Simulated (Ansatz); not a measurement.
Pressure coefficients of MnO

```
CELL_PARAMETERS angstrom
0.00000 2.21971 2.21971
2.21971 0.00000 2.21971
2.21971 2.21971 0.00000
ATOMIC_POSITIONS crystal
Mn 0.00000 0.00000 0.00000
O 0.50000 0.50000 0.50000
```

The cell was built from the rocksalt type and relaxed in the same program, and has space group Fm-3m; it needn't be a known or the stable phase.

Semilocal functionals without U often leave such compounds metallic or with too small a gap, and the real magnetic order may differ.

Other magnetic orders may lie lower; this is the state that the run reached.

Computed with DFT, PBE, all-electron LAPW, scalar-relativistic in Ansatz 0.2.0.

Settings: a Γ-centred 13×13×13 k mesh, Fermi–Dirac smearing of 0.05 eV, basis error target 1 meV/atom, spin-polarised from start moments Mn1 4 μB.

The cell is scaled evenly with fractional coordinates held.

```csv
V/V(cell),P (GPa),cell moment (μB)
0.9405,7.44,4.574
0.9700,3.65,4.670
1.0000,0.01,4.744
1.0300,-2.68,4.834
```

Task: From the rows at 0.9700 and 1.0300, what is the bulk modulus at the cell's volume?

Result: B = −ΔP/Δln V = −[(-2.68) − (3.65)]/0.06002 = 105.5 GPa.

In a magnetic metal the moment, and with it the modulus, depend on the k mesh by some per cent, and the slopes vary along the table.

Task: How does the moment scale with volume?

Result: dln M/dln V = ln(4.834/4.670)/0.06002 = 0.6: expansion raises it.

Task: Predict the row at V/V(cell) = 1.0600. How far is a linear estimate of P off?

Result: P = -5.62 GPa, moment 4.886 μB. The linear estimate P(cell) − B ln(V/V(cell)) = -6.14 GPa misses by 0.52 GPa, since the modulus falls on expansion.
